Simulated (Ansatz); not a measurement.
Ansatz input file:

```yaml
crystal:
  lattice:
    - [1.2730727834, 0.7350089142, 14.6345961589]
    - [-1.2730727834, 0.7350089142, 14.6345961589]
    - [0.0, -1.4700178284, 14.6345961589]
  atoms:
    - { symbol: C, position: [0.0177845585, 0.0177845585, 0.0177845585] }
    - { symbol: C, position: [0.9822154415, 0.9822154415, 0.9822154415] }
    - { symbol: C, position: [0.1726033077, 0.1726033077, 0.1726033077] }
    - { symbol: C, position: [0.8273966923, 0.8273966923, 0.8273966923] }
    - { symbol: C, position: [0.2081470494, 0.2081470494, 0.2081470494] }
    - { symbol: C, position: [0.7918529506, 0.7918529506, 0.7918529506] }
    - { symbol: C, position: [0.2681325685, 0.2681325685, 0.2681325685] }
    - { symbol: C, position: [0.7318674315, 0.7318674315, 0.7318674315] }
    - { symbol: C, position: [0.3036793662, 0.3036793662, 0.3036793662] }
    - { symbol: C, position: [0.6963206338, 0.6963206338, 0.6963206338] }
    - { symbol: C, position: [0.4104737028, 0.4104737028, 0.4104737028] }
    - { symbol: C, position: [0.5895262972, 0.5895262972, 0.5895262972] }
    - { symbol: C, position: [0.4465794462, 0.4465794462, 0.4465794462] }
    - { symbol: C, position: [0.5534205538, 0.5534205538, 0.5534205538] }
basis:
  ecutwfc: 420
kpoints:
  mp_grid: { grid: [12, 12, 12] }
hamiltonian:
  xc: pbe
scf:
  occupations: { method: gaussian, width: 0.02 }
output:
  forces: true
  stress: true
  eigenvalues: true
relax:
  adjacent_minimum: "off"
  f_tol: 0.01
  max_steps: 30
  cell: { stress_tol: 0.1, fix: [volume] }
```

Launched with
```bash
ansatz run input.yaml --threads 4 --pin off --max-ram 10240MiB --backend cpu --events-out ev --progress --plain --runs-dir out
```

Computed with DFT PBE, scalar-relativistic, plane waves, PAW in Ansatz.

Abridged output (final results; tables in files aren't shown):

```
SCF 4 converged in 7 iterations: F = -3511.147150 eV  dr2 = 8.13e-15
SCF converged after 7 iterations
Free energy (F): -3511.147150 eV
Harris-Foulkes:  -3511.147150 eV  (|F-HF|=9.09e-13)
Internal energy: -3511.147150 eV  (E = F + TS)
E sigma→0 (E₀):  -3511.147150 eV
Fermi energy:    14.945206 eV
--- Per-component energies (eV) ---
  E_band       = 220.411503
  E_kinetic    = 1275.441743
  E_local      = -876.349037  (includes V_loc(G=0)·N_el)
  E_nonlocal   = 370.513278
  E_hartree    = 191.742497
  E_xc         = -677.815070
  E_vxc        = -841.175791  (∫ρ·V_xc dr)
  E_paw        = -1387.664057  (= ΣΔE_a)
  E_vpaw       = -91.503813  (= ΣTr[D̂ρ^β])
  E_aug_tail   = 0.000130  (compensation charges beyond the density's cutoff)
  E_ewald      = -2407.016633
  E_smearing   =  0.000000  (= −TS)
--- Forces (eV/Å), atoms counted from 1 ---
  atom   1  C      0.00000000     0.00000000    -0.00070691
  atom   2  C      0.00000000     0.00000000     0.00070691
  atom   3  C      0.00000000     0.00000000     0.00018284
  atom   4  C      0.00000000     0.00000000    -0.00018284
  atom   5  C      0.00000000     0.00000000     0.00117690
  atom   6  C      0.00000000     0.00000000    -0.00117690
  atom   7  C      0.00000000     0.00000000    -0.00117918
  atom   8  C      0.00000000     0.00000000     0.00117918
  atom   9  C      0.00000000     0.00000000    -0.00005275
  atom  10  C      0.00000000     0.00000000     0.00005275
  atom  11  C      0.00000000     0.00000000    -0.00257020
  atom  12  C      0.00000000     0.00000000     0.00257020
  atom  13  C      0.00000000     0.00000000     0.00254178
  atom  14  C      0.00000000     0.00000000    -0.00254178
--- Stress (GPa, compression-positive) ---
      -12.137801       0.000000       0.000000
        0.000000     -12.137801       0.000000
        0.000000       0.000000     -12.086207
  P = ⅓ Tr σ = -12.1206 GPa (-121.206 kbar)
--- Band table (eV; the first three rows and the last of 189) ---
  k-point 0: bands = ["-8.3260", "-7.8091", "-7.7478", "-6.1811", "-6.1444", "-3.6774", "-3.6678", "0.7926", "0.8067", "5.0323", "5.0727", "9.7591", "9.7690", "10.0757", "10.0757", "10.0823", "10.0823", "10.7781", "10.7781", "10.8074", "10.8074", "11.9541", "11.9541", "12.0341", "12.0341", "12.6614", "12.7743", "12.7743", "18.1157", "18.1157", "18.2136", "18.9606", "18.9606", "19.2408", "19.2408", "19.4938", "19.7038", "20.4147", "20.4147", "20.4540", "20.6603", "20.6603"]
  k-point 1: bands = ["-8.1582", "-7.6544", "-7.5686", "-6.0605", "-5.9376", "-3.5900", "-3.4457", "0.8468", "1.0407", "5.0230", "5.2810", "9.2004", "9.2835", "9.5905", "9.6968", "9.7370", "9.8221", "9.9212", "10.1387", "10.4264", "10.5304", "11.1328", "11.4067", "11.6729", "11.7942", "12.0639", "12.4168", "12.5235", "18.1832", "18.4632", "18.4899", "18.8039", "19.1569", "19.3603", "19.6089", "19.9216", "20.1947", "20.3339", "20.5977", "20.9024", "20.9648", "21.0886"]
  k-point 2: bands = ["-7.6566", "-7.1798", "-7.0457", "-5.6283", "-5.3931", "-3.1982", "-2.9155", "1.1735", "1.5468", "5.1626", "5.6366", "7.2341", "7.3898", "7.9072", "8.3422", "8.8842", "8.9410", "9.0101", "9.5194", "9.6671", "9.7329", "9.8154", "10.1694", "10.4381", "11.0008", "11.1609", "11.8104", "11.8934", "17.8382", "18.2083", "18.7686", "19.2362", "19.3610", "19.7324", "20.3354", "20.3717", "20.5432", "20.7851", "20.9316", "21.1738", "21.8702", "22.1484"]
  k-point 188: bands = ["-8.1973", "-8.1809", "-7.1197", "-7.0789", "-5.0150", "-4.9681", "-2.7999", "-0.3007", "2.7621", "2.8232", "7.4122", "7.4425", "9.9862", "9.9862", "10.3372", "10.3372", "10.3692", "10.3692", "11.3434", "11.3434", "11.3821", "11.3821", "11.7511", "11.7625", "12.5318", "12.5318", "12.5552", "12.5552", "18.3754", "18.3754", "18.4257", "18.4257", "18.7161", "18.7405", "19.7926", "19.7926", "20.0006", "20.0006", "20.1268", "20.3225", "20.7096", "20.8111"]
--- Relaxed structure (3 steps of the walk, 3 accepted, 1 SCFs on fresh bases) ---
  F+E_penalty+E_count = -3511.14714995 eV   max|allowed force component| = 2.570e-3 eV/Å   (the final SCF, on the basis selected at the relaxed cell)
  cell:  # Å, volume = 82.1633 Å³
    - [1.27310986, 0.73503032, 14.63374359]
    - [-1.27310986, 0.73503032, 14.63374359]
    - [0.0, -1.47006064, 14.63374359]
  atoms:
    - { symbol: C, position: [0.01778569, 0.01778569, 0.01778569] }
    - { symbol: C, position: [0.98221430, 0.98221430, 0.98221430] }
    - { symbol: C, position: [0.17260179, 0.17260179, 0.17260179] }
    - { symbol: C, position: [0.82739820, 0.82739820, 0.82739820] }
    - { symbol: C, position: [0.20814746, 0.20814746, 0.20814746] }
    - { symbol: C, position: [0.79185253, 0.79185253, 0.79185253] }
    - { symbol: C, position: [0.26813216, 0.26813216, 0.26813216] }
    - { symbol: C, position: [0.73186783, 0.73186783, 0.73186783] }
    - { symbol: C, position: [0.30368103, 0.30368103, 0.30368103] }
    - { symbol: C, position: [0.69631896, 0.69631896, 0.69631896] }
    - { symbol: C, position: [0.41046531, 0.41046531, 0.41046531] }
    - { symbol: C, position: [0.58953468, 0.58953468, 0.58953468] }
    - { symbol: C, position: [0.44658786, 0.44658786, 0.44658786] }
    - { symbol: C, position: [0.55341213, 0.55341213, 0.55341213] }
```

The relaxation met its thresholds.

The run took 81 s on 4 threads of Intel(R) Xeon(R) Processor @ 2.50GHz (Skylake/Cascade Lake), on a shared host, peak memory 0.81 GiB.